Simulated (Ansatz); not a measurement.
Tetradymite Sb2Te3, treated with PBE-D4 (PAW; Ansatz, an electronic-structure program).

Settings: plane-wave cutoff 500 eV, 12×12×12 k mesh, Fermi–Dirac smearing 0.05 eV, scalar-relativistic PAW data made under PBE.

Computed at the level's own relaxed cell.

Q: Predict the equilibrium volume per atom, lattice parameter a and lattice parameter c.

A: 
- equilibrium volume per atom = 31.45 Å³/atom
- lattice parameter a = 4.273 Å
- lattice parameter c = 29.833 Å

The run finds no gap.

Measured, for comparison: lattice constant a 4.264 Å (302 K, not corrected to a static lattice, our sources range from 4.256 to 4.264; as tabulated in Anderson, Krause, Acta Cryst. B 30, 1307 (1974), by the American Mineralogist …); lattice parameter c 30.458 Å (302 K, not corrected to a static lattice, our sources range from 30.363 to 30.458; as tabulated in Anderson, Krause, Acta Cryst. B 30, 1307 (1974), by the American Mineralogist …). Computed (rounded) less measured: lattice constant a +0.2 % (+0.2 % to +0.4 % over the range), lattice parameter c -2.1 % (-1.7 % to -2.1 % over the range).

Spin–orbit coupling is not included.

The result took around 8 core-minutes (rough).
